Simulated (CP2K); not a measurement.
# BeS (F-43m) in CP2K: equation of state, part 2 of 2

CP2K 2026.2. Earlier steps stand in the parts before.

**7. Single point, PBE, 13.40 Å³/atom (volume scaled by 0.94)**

File bes_eos.inp:

```
&GLOBAL
  PROJECT bes_eos
  RUN_TYPE ENERGY_FORCE
  PRINT_LEVEL LOW
&END GLOBAL
&FORCE_EVAL
  METHOD QS
  STRESS_TENSOR ANALYTICAL
  &DFT
    BASIS_SET_FILE_NAME BASIS_MOLOPT_UZH
    POTENTIAL_FILE_NAME POTENTIAL_UZH
    WFN_RESTART_FILE_NAME previous-RESTART.kp
    &MGRID
      CUTOFF 850
      REL_CUTOFF 60
      NGRIDS 5
    &END MGRID
    &QS
      METHOD GPW
      EPS_DEFAULT 1.0E-10
    &END QS
    &KPOINTS
      SCHEME MONKHORST-PACK 9 9 9
      GAMMA_CENTERED T
      SYMMETRY T
      SYMMETRY_BACKEND SPGLIB
    &END KPOINTS
    &SCF
      SCF_GUESS RESTART
      EPS_SCF 1.0E-6
      MAX_SCF 100
      ADDED_MOS 10
      CHOLESKY OFF
      EPS_EIGVAL 1.0E-7
      &DIAGONALIZATION ON
        ALGORITHM STANDARD
      &END DIAGONALIZATION
      &MIXING ON
        METHOD BROYDEN_MIXING
        ALPHA 0.4
        BETA 1.5
        NBUFFER 8
      &END MIXING
      &SMEAR ON
        METHOD FERMI_DIRAC
        ELECTRONIC_TEMPERATURE [K] 580.226
      &END SMEAR
    &END SCF
    &XC
      &XC_FUNCTIONAL PBE
      &END XC_FUNCTIONAL
    &END XC
    &PRINT
      &KPOINTS ON
      &END KPOINTS
      &MULLIKEN ON
      &END MULLIKEN
      &MO ON
        ENERGIES T
        OCCUPATION_NUMBERS T
        &EACH
          QS_SCF 0
        &END EACH
        ADD_LAST NUMERIC
      &END MO
    &END PRINT
  &END DFT
  &SUBSYS
    &CELL
      A 3.3594591042 0.0000000000 0.0000000000
      B 1.6797295521 2.9093769271 0.0000000000
      C 1.6797295521 0.9697923091 2.7429868723
      PERIODIC XYZ
    &END CELL
    &COORD
      S   5.0391886563 2.9093769271 2.0572401542
      Be  0.0000000000 0.0000000000 0.0000000000
    &END COORD
    &KIND S
      BASIS_SET TZVP-MOLOPT-PBE-GTH-q6
      POTENTIAL GTH-PBE-q6
    &END KIND
    &KIND Be
      BASIS_SET TZVP-MOLOPT-PBE-GTH-q4
      POTENTIAL GTH-PBE-q4
    &END KIND
    &PRINT
      &ATOMIC_COORDINATES ON
      &END ATOMIC_COORDINATES
      &CELL ON
      &END CELL
    &END PRINT
  &END SUBSYS
  &PRINT
    &FORCES ON
    &END FORCES
    &STRESS_TENSOR ON
    &END STRESS_TENSOR
  &END PRINT
&END FORCE_EVAL
```

On the command line:

```
> OMP_NUM_THREADS=1 cp2k.psmp -i bes_eos.inp -o bes_eos.out
```

Wall time 14 s (1 thread of Arm Neoverse V1, shared host); peak memory 0.29 GiB.

Results (log left out):

```yaml
Free_energy: -678.9462 eV
Pressure: 9.9 GPa
Band_gap_on_the_k_mesh: 4.11 eV, indirect (least direct gap 5.88 eV)
Mulliken_charges: S -0.61; Be +0.61 e
```

Caveat: Mulliken charges move with the basis; an odd mesh through Γ misses points on the zone boundary, where band edges often lie; the basis of atomic orbitals isn't converged, which shifts pressures, moduli and gaps.

**8. Single point, PBE, 15.12 Å³/atom (volume scaled by 1.06)**

Changes to bes_eos.inp since step 7:

```diff
@@ -69,5 +69,5 @@
     &CELL
-      A 3.3594591042 0.0000000000 0.0000000000
-      B 1.6797295521 2.9093769271 0.0000000000
-      C 1.6797295521 0.9697923091 2.7429868723
+      A 3.4967294335 0.0000000000 0.0000000000
+      B 1.7483647168 3.0282565195 0.0000000000
+      C 1.7483647168 1.0094188399 2.8550676269
       PERIODIC XYZ
@@ -75,3 +75,3 @@
     &COORD
-      S   5.0391886563 2.9093769271 2.0572401542
+      S   5.2450941503 3.0282565195 2.1413007202
       Be  0.0000000000 0.0000000000 0.0000000000
```

Potentials or basis: POTENTIAL_UZH S GTH-PBE-q6, Be GTH-PBE-q4; TZVP-MOLOPT-PBE-GTH basis.

On the command line:

```
> OMP_NUM_THREADS=1 cp2k.psmp -i bes_eos.inp -o bes_eos.out
```

bes_eos.out:

```text

 CP2K| version string:                                       CP2K version 2026.2
 CP2K| Input file name                                               bes_eos.inp

 GLOBAL| Force Environment number                                              1
 GLOBAL| Basis set file name                                    BASIS_MOLOPT_UZH
 GLOBAL| Potential file name                                       POTENTIAL_UZH
 GLOBAL| MM Potential file name                                     MM_POTENTIAL
 GLOBAL| Coordinate file name                                      __STD_INPUT__
 GLOBAL| Method name                                                        CP2K
 GLOBAL| Project name                                                    bes_eos
 GLOBAL| Run type                                                   ENERGY_FORCE
 GLOBAL| FFT library                                                       FFTW3
[... 8 lines left out ...]
 GLOBAL| CPU model name                                                  UNKNOWN

 CELL| Volume [angstrom^3]:                                            30.232293
 CELL| Vector a [angstrom]:       3.497     0.000     0.000   |a| =     3.496729
[... 478 lines left out ...]
 # Total charge                             10.000000                 -0.000000

 !-----------------------------------------------------------------------------!

 ENERGY| Total FORCE_EVAL ( QS ) energy [hartree]            -24.953245236771817

 FORCES| Atomic forces [hartree/bohr]
 FORCES|   Atom     x               y               z               |f|
 FORCES|      1 -2.07273173E-08 -1.20335253E-08 -8.21398914E-09   2.53356869E-08
 FORCES|      2  1.64444635E-08  9.56082345E-09  6.46553310E-09   2.00906158E-08
 FORCES| Sum    -4.28285383E-09 -2.47270184E-09 -1.74845604E-09
 FORCES| Total atomic force                                       5.24539701E-09

 STRESS| Analytical stress tensor [bar]
 STRESS|                        x                   y                   z
 STRESS|      x       -2.50618925769E+04   3.44081979614E+00   2.43302815013E+00
 STRESS|      y        3.44081979614E+00  -2.50658668734E+04   1.40512525999E+00
 STRESS|      z        2.43302815013E+00   1.40512525999E+00  -2.50668607418E+04
 STRESS| 1/3 Trace                                            -2.50648733974E+04
 STRESS| Determinant                                          -1.57469528671E+13

 STRESS| Eigenvectors and eigenvalues of the analytical stress tensor [bar]
 STRESS|                        1                   2                   3
 STRESS| Eigenvalues  -2.50678542270E+04  -2.50678528983E+04  -2.50589130669E+04
 STRESS|      x          -0.049711497128     -0.575163641546      0.816526516714
 STRESS|      y          -0.517784467035      0.713936115194      0.471375083260
 STRESS|      z           0.854065578718      0.399351986179      0.333301632736
```

Run time: 13 s. Hardware: 1 thread of Arm Neoverse V1, shared host; peak memory 0.32 GiB.

What came out:

```yaml
Free_energy: -679.0123 eV
Pressure: -2.5 GPa
Band_gap_on_the_k_mesh: 4.41 eV, indirect (least direct gap 5.29 eV)
Mulliken_charges: S -0.63; Be +0.63 e
```

Caveat: Mulliken charges move with the basis; an odd mesh through Γ misses points on the zone boundary, where band edges often lie; the basis of atomic orbitals isn't converged, which shifts pressures, moduli and gaps.

**9. Equation of state, PBE**

Potentials or basis: POTENTIAL_UZH S GTH-PBE-q6, Be GTH-PBE-q4; TZVP-MOLOPT-PBE-GTH basis.

No new run: the results of the series are fitted here.

Results:

```yaml
Equilibrium_volume: 14.68 Å³/atom
Bulk_modulus: 91 GPa
Pressure_derivative_of_the_bulk_modulus: 3.9
```

Energy against volume, from the lowest point:
| volume (Å³/atom) | energy (meV/atom) |
| --- | --- |
| 13.405 | 36.19 |
| 13.690 | 20.96 |
| 13.975 | 10.10 |
| 14.261 | 3.25 |
| 14.546 | 0.00 |
| 14.831 | 0.05 |
| 15.116 | 3.10 |

Caveat: the basis of atomic orbitals isn't converged, which shifts pressures, moduli and gaps.
